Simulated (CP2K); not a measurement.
**Tc in CP2K: the effect of functional**

The system is Tc.

```xyz
2
Lattice="2.7400 0.0000 0.0000 -1.3700 2.3729 0.0000 0.0000 0.0000 4.3980" Properties=species:S:1:pos:R:3 pbc="T T T"
Tc    1.3700    0.7910    3.2985
Tc    0.0000    1.5819    1.0995
```

Alike in all runs:

```yaml
Program: CP2K 2026.2
Task: band structure
Potentials_or_basis: POTENTIAL_UZH Tc GTH-PBE-q15; TZVP-MOLOPT-PBE-GTH basis
Density_cutoff: 9184 eV
k_mesh: 11 × 11 × 6
Occupations: fermi-dirac, width 0.05 eV
Spin: no spin polarisation
```

**Question.** One run gave: pressure -2.1 GPa. Which functional did it use?
A. PBEsol
B. HLE17
C. BEEF-vdW
D. optB88-vdW
E. LDA

**Answer.** A.

```csv
functional,pressure (GPa)
PBE,6.9
LDA,-6.9
PBEsol,-2.1
optB88-vdW,7.5
WC,-0.2
BEEF-vdW,9.1
HLE17,-24.6
```

Caveats: the basis of atomic orbitals isn't converged, which shifts pressures, moduli and gaps; the potentials were made for another functional, which shifts forces and pressure (some runs); the potentials were made for a functional far from this one (some runs).
